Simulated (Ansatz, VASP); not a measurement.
**Two plane-wave programs on SnO (Romarchite)**

```
Sn O
1.0
     3.84859    0.00000    0.00000
     0.00000    3.84859    0.00000
     0.00000    0.00000    4.90450
Sn O
2 2
Direct
  0.50000 0.00000 0.23690
  0.00000 0.50000 0.76310
  0.00000 0.00000 0.00000
  0.50000 0.50000 0.00000
```

Alike in both runs: task single point; functional PBE; k mesh 6 × 6 × 4; no spin polarisation.

|  | VASP | Ansatz |
| --- | --- | --- |
| version | VASP 6.6.1 | Ansatz 0.2.0 |
| potentials or method | VASP PAW PBE potentials, release 64 (Sn_d, O) | plane waves, PAW |
| plane-wave cutoff (eV) | 520 | 420 |
| occupations | gaussian, width 0.01 eV | fixed |
| valence electrons in the cell | 40 | 40 |

Ansatz gave:

```
pressure (GPa)                                  : 1.0
largest component of the traceless stress (GPa) : 0.19
```

**Question.** Estimate VASP's values.

**Answer.** Pressure (GPa): 1.2; largest component of the traceless stress (GPa): 0.16.
